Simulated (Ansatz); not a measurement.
A run of Ansatz 0.2.0:

Contents of input.yaml:

```yaml
crystal:
  lattice:
    - [-1.4145745, 1.39290955, 1.39215747]
    - [1.44298028, -1.37512715, 1.40278084]
    - [1.4112696, 1.37182225, -1.37437506]
  atoms:
    - { symbol: Co, position: [0.0, 0.0, 0.0], spin: 3.5 }
hamiltonian:
  xc: pbe
  pseudopotentials: { kind: paw }
magnetization:
  spin_polarized: true
kpoints:
  mp_grid: { grid: [13, 13, 13] }
scf:
  occupations: { method: fermi_dirac, width: 0.05 }
output:
  forces: true
  stress: true
  eigenvalues: true
```

Potentials or basis: Ansatz PAW.

Run with:

```sh
$ ansatz run input.yaml --threads 2 --pin off --max-ram 5632MiB --backend cpu --events-out ev --progress --plain --runs-dir out
```

Hardware: 2 threads of Intel(R) Xeon(R) Platinum 8375C CPU @ 2.90GHz (Ice Lake) (shared host).

Q: Estimate the wall time of this run.

A: It took 17 s on 2 threads of Intel(R) Xeon(R) Platinum 8375C CPU @ 2.90GHz (Ice Lake) (shared host), peak memory 0.65 GiB. Counts: scf iterations 10, plane waves 211, k points 1099, bands 15.
